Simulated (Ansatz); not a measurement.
Si: random displacements

Computed with DFT PBE, scalar-relativistic, plane waves, PAW (Ansatz). Cutoff 420 eV, Γ-centred 6×6×6 k-points, Gaussian smearing of 0.05 eV. No spin polarisation. Energies are free energies at this smearing, counted from the undisturbed cell; pressure is positive in compression.

Zero of the scan (relaxed at this level):

```
Si
1.0
     5.46976    0.00000    0.00000
     0.00000   -5.46976    0.00000
     0.00000    0.00000   -5.46976
Si
8
Cartesian
  2.7349 0.0000 0.0000
  0.0000 -2.7349 0.0000
  0.0000 0.0000 -2.7349
  2.7349 -2.7349 -2.7349
  4.1023 -4.1023 -4.1023
  1.3674 -1.3674 -4.1023
  1.3674 -4.1023 -1.3674
  4.1023 -1.3674 -1.3674
```

The atoms are displaced (Å, in the unstrained cell):

```tsv
atom	ux	uy	uz
Si1	0.098	-0.210	-0.221
Si2	-0.467	-0.164	0.652
Si3	0.255	0.032	0.221
Si4	-0.119	0.178	-0.055
Si5	-0.249	-0.222	-0.178
Si6	-0.042	0.106	-0.504
Si7	0.102	0.071	0.281
Si8	0.422	0.211	-0.195
```

The cell is not strained.

Task: What are the energy change, the stress and the forces?

Result: ΔE = 880.2 meV/atom; stress (xx, yy, zz, yz, xz, xy; compression positive) (8.27, 11.50, -0.71, -7.26, -6.49, 14.33) GPa.
| atom | Fx (eV/Å) | Fy | Fz |
| --- | --- | --- | --- |
| Si1 | 1.42 | 0.42 | -2.34 |
| Si2 | 6.35 | 6.80 | -4.36 |
| Si3 | 4.35 | 4.44 | -5.29 |
| Si4 | 0.72 | -0.27 | -0.34 |
| Si5 | -3.95 | -4.53 | 5.17 |
| Si6 | -2.41 | -2.06 | 3.99 |
| Si7 | -0.80 | 1.45 | -0.53 |
| Si8 | -5.67 | -6.25 | 3.70 |

Cost: 1 run of about 0.82 core-minutes, on Intel Xeon Processor @ 2.70GHz (shared hosts).